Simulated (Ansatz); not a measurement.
**Straining Cu3N**

The calculation used DFT PBE, scalar-relativistic, plane waves, PAW in Ansatz. Run with 420 eV cutoff, 10×10×10 k-mesh, Gaussian smearing of 0.01 eV, no spin polarisation.

The relaxed crystal:

```
CELL_PARAMETERS angstrom
3.82701 0.00000 0.00000
0.00000 3.82701 0.00000
0.00000 0.00000 3.82701
ATOMIC_POSITIONS crystal
Cu 0.50000 0.00000 0.00000
Cu 0.00000 0.50000 0.00000
Cu 0.00000 0.00000 0.50000
N 0.00000 0.00000 0.00000
```

Deformation: all cell vectors scaled alike, the atoms relaxed, all within the symmetry that the strain leaves. Energies are extrapolated to zero smearing. Gaps are Kohn–Sham gaps over the whole zone.

| strain (%) | ΔE (meV/atom) | a (Å) | b (Å) | c (Å) | gap (eV) |
| --- | --- | --- | --- | --- | --- |
| -3.0 | 46.4 | 3.712 | 3.712 | 3.712 | metal |
| -2.0 | 20.0 | 3.750 | 3.750 | 3.750 | 0.02 |
| -1.0 | 4.8 | 3.789 | 3.789 | 3.789 | 0.12 |
| +0.0 | 0.0 | 3.827 | 3.827 | 3.827 | 0.22 |
| +1.0 | 4.3 | 3.865 | 3.865 | 3.865 | 0.32 |
| +2.0 | 16.9 | 3.904 | 3.904 | 3.904 | 0.41 |
| +3.0 | 36.7 | 3.942 | 3.942 | 3.942 | 0.50 |

Problem. What stiffness (1/V) d²E/dε² at zero strain does a cubic fit over all points give?

Solution. A cubic fit gives (1/V) d²E/dε² = 1057 GPa at zero strain (nine times the bulk modulus at fixed shape).

Cost: 7 runs of about 0.68 core-minutes in all, on Arm Neoverse V2 (shared hosts).